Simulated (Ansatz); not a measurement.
**Clamped-ion strain scan in In**

Theory: Ansatz 0.2.0, DFT PBE, scalar-relativistic, plane waves, PAW. Cutoff 420 eV, Γ-centred 20×20×20 k-points, Gaussian smearing of 0.15 eV. No spin polarisation. Energies are free energies at this smearing, counted from the undisturbed cell; pressure is positive in compression.

Reference structure (as given, not relaxed at this level; it stands at 2.0 GPa):

```xyz
1
Lattice="-1.6261 1.6261 2.4739 1.6261 -1.6261 2.4739 1.6261 1.6261 -2.4739" Properties=species:S:1:pos:R:3 pbc="T T T"
In    0.0000    0.0000    0.0000
```

The cell is strained by ε times the Voigt pattern (1, 0, 0, 0, 0, 0) (xx, yy, zz, yz, xz, xy; engineering shear) with fractional coordinates fixed. The cell is metallic on the mesh throughout.

```
      ε  ΔE (meV/atom) stress summed along the pattern (GPa, tension positive) pressure (GPa)
-0.0200            8.8                                                    -3.29             3.0
-0.0150            6.3                                                    -2.97             2.7
-0.0100            3.9                                                    -2.68             2.5
-0.0050            1.9                                                        ?               ?
 0.0000            0.0                                                    -2.14             2.0
 0.0050           -1.6                                                    -1.87             1.8
 0.0100           -3.0                                                        ?               ?
 0.0150           -4.2                                                    -1.31             1.4
 0.0175           -4.7                                                    -1.17             1.3
 0.0200              ?                                                    -1.03               ?
```

Task: Give the withheld values.

Result: stress summed along the pattern (GPa, tension positive) at ε = -0.0050: -2.41; pressure (GPa) at ε = -0.0050: 2.3; stress summed along the pattern (GPa, tension positive) at ε = 0.0100: -1.59; pressure (GPa) at ε = 0.0100: 1.6; ΔE (meV/atom) at ε = 0.0200: -5.2; pressure (GPa) at ε = 0.0200: 1.2.